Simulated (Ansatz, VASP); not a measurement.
Given: the input of a run of Ansatz 0.2.0 on WC.

File input.yaml:

```yaml
crystal:
  lattice:
    - [0.0, 2.2072055093, 2.2072055093]
    - [2.2072055093, 0.0, 2.2072055093]
    - [2.2072055093, 2.2072055093, 0.0]
  atoms:
    - { symbol: W, position: [0.0, 0.0, 0.0] }
    - { symbol: C, position: [0.5, 0.5, 0.5] }
hamiltonian:
  xc: r2scan
  pseudopotentials: { kind: paw }
kpoints:
  mp_grid: { grid: [10, 10, 10] }
scf:
  occupations: { method: fermi_dirac, width: 0.05 }
output:
  forces: true
  stress: true
  eigenvalues: true
```

Potentials or basis: Ansatz PAW.

Launch:

```console
$ ansatz run input.yaml --threads 2 --pin off --max-ram 5632MiB --backend cpu --events-out ev --progress --plain --runs-dir out
```

Set up the same calculation for VASP 6.6.1. Potentials there: VASP PAW PBE potentials, release 64 (W_sv, C).

As run (the cutoff follows the program's own potentials):

Contents of POSCAR:

```
WC
1.0
    0.0000000000      2.2072055093      2.2072055093
    2.2072055093      0.0000000000      2.2072055093
    2.2072055093      2.2072055093      0.0000000000
W C
1 1
Direct
    0.0000000000      0.0000000000      0.0000000000
    0.5000000000      0.5000000000      0.5000000000
```

INCAR.step1

```
SYSTEM = WC
  PREC = Accurate
  ENCUT = 520
  ISMEAR = -1
  SIGMA = 0.05
  LREAL = .FALSE.
  LASPH = .TRUE.
  NELM = 100
  NBANDS = 16
  GGA = PE
  ALGO = Normal
  EDIFF = 1E-4
  LWAVE = .TRUE.
  LCHARG = .FALSE.
```

File INCAR.step2:

```
SYSTEM = WC
  PREC = Accurate
  ENCUT = 520
  EDIFF = 1E-7
  ISMEAR = -1
  SIGMA = 0.05
  LREAL = .FALSE.
  LASPH = .TRUE.
  NELM = 100
  ALGO = Normal
  ISIF = 2
  LWAVE = .FALSE.
  LCHARG = .TRUE.
  METAGGA = R2SCAN
  LMIXTAU = .TRUE.
  LELF = .TRUE.
  LVHAR = .TRUE.
  NBANDS = 16
  ISTART = 1
```

File KPOINTS:

```
regular mesh
0
G
  10 10 10
  0 0 0
```

Potentials or basis: VASP PAW PBE potentials, release 64 (W_sv, C).

Command:

```bash
$ cat potpaw_PBE.64/W_sv/POTCAR potpaw_PBE.64/C/POTCAR > POTCAR
$ cp INCAR.step1 INCAR
$ mpirun -np 1 vasp_std > vasp.out
$ cp INCAR.step2 INCAR
$ mpirun -np 1 vasp_std > vasp.out
```

Both were run:

|  | VASP | Ansatz | Ansatz less VASP |
| --- | --- | --- | --- |
| gap on the k mesh at the Fermi level (eV) | none | none | - |
| pressure (GPa) | -10.7 | -12.2 | -1.47 |

A gap of «none» marks a metal or a gap that the smearing closes.

Caveats: the PAW data sets were made with another functional, which shifts forces and pressure a little (VASP); the PAW data sets come from PBE, with cores solved anew for the run's functional, which leaves a small shift of forces and pressure (Ansatz). Spin-orbit coupling is left out, which matters for the levels of W.
